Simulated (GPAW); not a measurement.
The system is Mg.

```
Mg
1.0
     3.05030    0.00000    0.00000
    -1.52515    2.64164    0.00000
     0.00000    0.00000    3.04484
Mg
1
Direct
  0.00000 0.00000 0.00000
```

This isn't the form of Mg at room conditions, which is hcp.

```yaml
Program: GPAW 26.7.0
Task: single point
Functional: PBE
Potentials_or_basis: GPAW PAW data sets (gpaw-data 1.2.1)
Cutoff: 800 eV
Basis: pw
k_mesh: 10 × 10 × 9
Occupations: fermi-dirac, width 0.05 eV
Spin: no spin polarisation
```

On this cell: pressure 1.1 GPa; band gap on the k mesh none (metal or under the smearing width).

The same run follows on a disturbed copy (cell strained at random at fixed volume):

```
CELL_PARAMETERS angstrom
2.95141 0.00785 0.03501
-1.46890 2.70739 -0.02488
0.03495 -0.00850 3.06644
ATOMIC_POSITIONS crystal
Mg 0.01052 0.98470 0.01275
```

Question: What changes?

Answer: The energy (extrapolated to zero smearing) moves by +8.5 meV/atom; pressure 1.3 GPa; band gap on the k mesh none (metal or under the smearing width).

Stress tensor (GPa, compression positive):
```
 3.60 -0.11  0.07
-0.11  0.64 -0.03
 0.07 -0.03 -0.22
```
